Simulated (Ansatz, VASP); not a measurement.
Al2O3: VASP beside Ansatz

Contents of INCAR:

```
ALGO = Normal
EDIFF = 1E-6
ENCUT = 520
GGA = PE
ISIF = 2
ISMEAR = 0
IVDW = 12
LASPH = T
LCHARG = F
LREAL = F
LWAVE = F
NBANDS = 20
NELM = 80
PREC = Accurate
SIGMA = 0.05
```

Contents of KPOINTS:

```
k-points
0
Gamma
  12 12 4
```

The input POSCAR:

```
Al2O3
1.0
    3.1025264353      0.0000000000      0.0000000000
   -1.5512632176      2.6868667089      0.0000000000
    0.0000000000      0.0000000000      7.1650680474
Al O
2 3
Direct
    0.0000000000      0.0000000000      0.2779510000
    0.0000000000      0.0000000000      0.7220490000
    0.3333333333      0.6666666667      0.1994540000
    0.6666666667      0.3333333333      0.8005460000
    0.0000000000      0.0000000000      0.5000000000
```

Input for Ansatz:

```yaml
crystal:
  lattice:
    - [3.1025264353, 0.0, 0.0]
    - [-1.5512632176, 2.6868667089, 0.0]
    - [0.0, 0.0, 7.1650680474]
  atoms:
    - { symbol: Al, position: [0.0, 0.0, 0.277951] }
    - { symbol: Al, position: [0.0, 0.0, 0.722049] }
    - { symbol: O, position: [0.3333333333, 0.6666666667, 0.199454] }
    - { symbol: O, position: [0.6666666667, 0.3333333333, 0.800546] }
    - { symbol: O, position: [0.0, 0.0, 0.5] }
basis:
  ecutwfc: 420
kpoints:
  mp_grid: { grid: [12, 12, 4] }
hamiltonian:
  xc: pbe
  dispersion: d3bj
scf:
  occupations: { method: gaussian, width: 0.05 }
output:
  forces: true
  stress: true
  eigenvalues: true
```

Alike in both runs: task single point; functional PBE; dispersion D3(BJ); k mesh 12 × 12 × 4; occupations gaussian, width 0.05 eV; no spin polarisation.

```csv
,VASP,Ansatz
version,VASP 6.6.1,Ansatz 0.2.0
potentials or method,"VASP PAW PBE potentials, release 64 (Al, O)","scalar-relativistic, plane waves, PAW"
plane-wave cutoff (eV),520,420
valence electrons in the cell,24,24
```

|  | VASP | Ansatz | Ansatz less VASP |
| --- | --- | --- | --- |
| gap on the k mesh at the Fermi level (eV) | 3.09 | 3.11 | +0.027 |
| least direct gap on the mesh (eV) | 3.09 | 3.11 | +0.027 |
| pressure (GPa) | 1.3 | 1.3 | -0.09 |
| largest component of the traceless stress (GPa) | 28.56 | 28.09 | -0.472 |
| rms of the force components (eV/Å) | 1.302 | 1.273 | -0.0296 |

Atom by atom the forces differ by 0.030 eV/Å (rms over components).

Caveats: forces of over 1 eV/Å show positions far from the minimum, so gaps and moduli don't describe the material at rest. A k mesh can miss the band edges. As with any semilocal functional, this PBE gap is likely too small.
